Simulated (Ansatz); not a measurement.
The system is Hf.

```
Hf
1.0
    -1.69500    1.65212    1.64091
     1.87648   -1.65155    1.82182
     1.94106    1.89761   -1.64034
Hf
1
Direct
  0.00000 0.00000 0.00000
```

This isn't the form of Hf at room conditions, which is hcp.

The cell isn't the ideal one: cell sheared at random, sigma 0.06, atoms nudged by 0.01 Å.

| Quantity | Value |
| --- | --- |
| Program | Ansatz 0.2.0 |
| Task | relaxation of cell and atoms |
| Functional | PBEsol |
| Potentials or basis | Ansatz PAW |
| Cutoff | 420 eV (not typed: the program's choice for these potentials) |
| k mesh | 11 × 10 × 10 |
| Occupations | fermi-dirac, width 0.05 eV |
| Spin | no spin polarisation |

At the start: volume 23.30 Å³/atom.

Problem. How do energy, volume and symmetry change on relaxing?

Solution. It ends after 14 steps and the volume is 21.56 Å³/atom (-7.5 %); space group I4/mmm (No. 139, to 0.05 Å).

The path:
| step | energy change (eV) | largest force (eV/Å) | volume (Å³) |
| --- | --- | --- | --- |
| 1 | 0.0000 | 0.0000 | 23.30 |
| 2 | -0.0900 | 0.0000 | 21.65 |
| 3 | -0.1322 | 0.0000 | 20.87 |
| 4 | -0.1557 | 0.0000 | 20.97 |
| 5 | -0.1745 | 0.0000 | 21.21 |
| 6 | -0.1985 | 0.0000 | 21.50 |
| 7 | -0.2187 | 0.0000 | 21.58 |
| 8 | -0.2232 | 0.0000 | 21.50 |
| 9 | -0.2234 | 0.0000 | 21.50 |
| 10 | -0.2234 | 0.0000 | 21.51 |
| 11 | -0.2262 | 0.0000 | 21.51 |
| 12 | -0.2266 | 0.0000 | 21.55 |
| 13 | -0.2266 | 0.0000 | 21.56 |
| 14 | -0.2266 | 0.0000 | 21.56 |

Final structure:
```
Hf
1.0
    -2.18822    1.57583    1.56923
     2.21423   -1.59550    1.54744
     2.22340    1.54073   -1.58939
Hf
1
Cartesian
  0.0000 0.0000 0.0000
```

Caveat: the plane-wave basis is chosen anew once the cell has moved, so the energies of steps on either side of that aren't comparable; the PAW data sets come from PBE, with cores solved anew for the run's functional, which leaves a small shift of forces and pressure.
